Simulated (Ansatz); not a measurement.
## Ni3Si: opening a crack plane

Ni3Si, Pm-3m, a = 3.506 Å. The structure is a COD entry; whether it is the stable form wasn't checked. Ansatz: PBE, PAW, 420 eV, Γ-centred 13×13×5 mesh on 12 atoms, Gaussian smearing 0.15 eV; no spin polarisation. One cut on (100) per cell of 12 atoms is opened rigidly by x, between planes of Ni+Si and Ni that stand 1.75 Å apart; y is the energy per area (12.294 Å², 1 eV/Å² = 16.02 J/m²).

```tsv
x (Å)	y (J/m²)
0.00	0.000
0.25	0.369
0.50	1.145
0.75	1.995
1.00	?
1.50	3.855
2.00	4.449
3.00	4.843
4.50	4.909
6.00	4.915
```

**Question.** Fit the universal binding curve y = W[1 − (1 + x/l) e^(−x/l)] to the other rows, give the peak stress, and predict the missing value.

**Answer.** Least squares gives W = 4.95 J/m² and l = 0.534 Å. The stress dy/dx peaks at x = l with W/(e l) = 34.1 GPa, for rigid faces. At x = 1.00: x/l = 1.873, y = 2.764 J/m². The run gave 2.758 J/m², so the fit is 0.006 J/m² too high, within the rms miss on the fitted rows (0.037 J/m²).

Cost: 12 runs of about 14 core-minutes in all, on Intel Xeon 6975P-C (Granite Rapids) (shared hosts).